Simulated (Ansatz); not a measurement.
# GaAgS₂: reading a single point

```
Ag Ga S
1.0
     0.00000    5.83281    0.00000
     5.83281    0.00000    0.00000
     2.91640    2.91640   -5.31232
Ag Ga S
2 2 4
Direct
  0.00000 0.00000 0.00000
  0.75000 0.25000 0.50000
  0.50000 0.50000 0.00000
  0.25000 0.75000 0.50000
  0.37500 0.39500 0.75000
  0.60500 0.12500 0.25000
  0.87500 0.85500 0.75000
  0.14500 0.62500 0.25000
```

Single point in Ansatz 0.2.0 with r2SCAN, no spin polarisation. Cutoff 500 eV, PAW datasets, 5×5×5 Γ-centred k mesh, fermi-dirac filling (width 0.0197 eV).

**Charges.** Bader charges in e: Ga +1.27, Ag +0.44, S -0.86. In the mean Ga gives up most and S takes most.
**Contacts.** Ga–S at 2.39 Å: least valence density 0.48 e/Å³ and ELF 0.50 there. Ag–S at 2.52 Å: least valence density 0.41 e/Å³ and ELF 0.24 there. Both are smooth PAW fields, read partly inside the augmentation spheres.
**Electronic structure.** The gap is 0.95 eV, direct at the points sampled.
**Forces.** The largest is on S5 (and as large on other atoms): 1.09 eV/Å, components (1.09, 0.00, 0.00). It makes 56° with the line to a nearest neighbour, Ga3 at 2.39 Å.

Origin: a known structure type with other elements, at an estimated volume, so it need not be a known compound.
